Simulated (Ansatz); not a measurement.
Results of LDA (plane waves, PAW; Ansatz, a program for electronic structure) for skutterudite CoSb3.

Settings: plane-wave cutoff 520 eV, 6×6×6 k mesh, Fermi–Dirac smearing 0.01 eV, no spin polarisation, scalar-relativistic PAW data made under PBE.

Properties against volume:

Shape and atoms are relaxed at each volume.

```csv
V (Å³/atom),P (GPa),direct gap at Γ (eV)
21.258,4.63,0.418
21.701,2.18,0.350
22.144,0.00,0.287
22.587,-1.94,0.227
23.030,-3.67,0.170
```

A straight line through the gaps at Γ against ln V gives a volume deformation potential dE_g(Γ)/d ln V of -3.1 eV: the gap at Γ widens under compression.

Measured, for comparison: band gap 0.63 eV (temperature not stated, no zero-point or thermal correction; as tabulated in Kim et al. (2020), doi:10.1038/s41597-020-00723-8).

Spin–orbit coupling is not included; it can close a gap this small.
